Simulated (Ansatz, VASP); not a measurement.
**CaO: VASP beside Ansatz**

```
Ca O
1.0
     0.00000    2.41420    2.41420
     2.41420    0.00000    2.41420
     2.41420    2.41420    0.00000
Ca O
1 1
Direct
  0.00000 0.00000 0.00000
  0.50000 0.50000 0.50000
```

Alike in both runs: task relaxation of cell and atoms; functional PBE; k mesh 6 × 6 × 6; occupations gaussian, width 0.1 eV; no spin polarisation.

|  | VASP | Ansatz |
| --- | --- | --- |
| version | VASP 6.6.1 | Ansatz 0.2.0 |
| potentials or method | VASP PAW PBE potentials, release 64 (Ca_sv, O) | scalar-relativistic, plane waves, PAW |
| plane-wave cutoff (eV) | 600 | 420 |
| valence electrons in the cell | 16 | 16 |

```csv
,VASP,Ansatz,Ansatz less VASP
"gap on the k mesh at the Fermi level, each at its own relaxed structure (eV)",3.64,3.66,+0.016
relaxed volume (Å³/atom),14.18,14.07,-0.111
relaxed cell length with the largest relative difference (Å),3.423,3.414,-0.0090
```

A k mesh can miss the band edges.
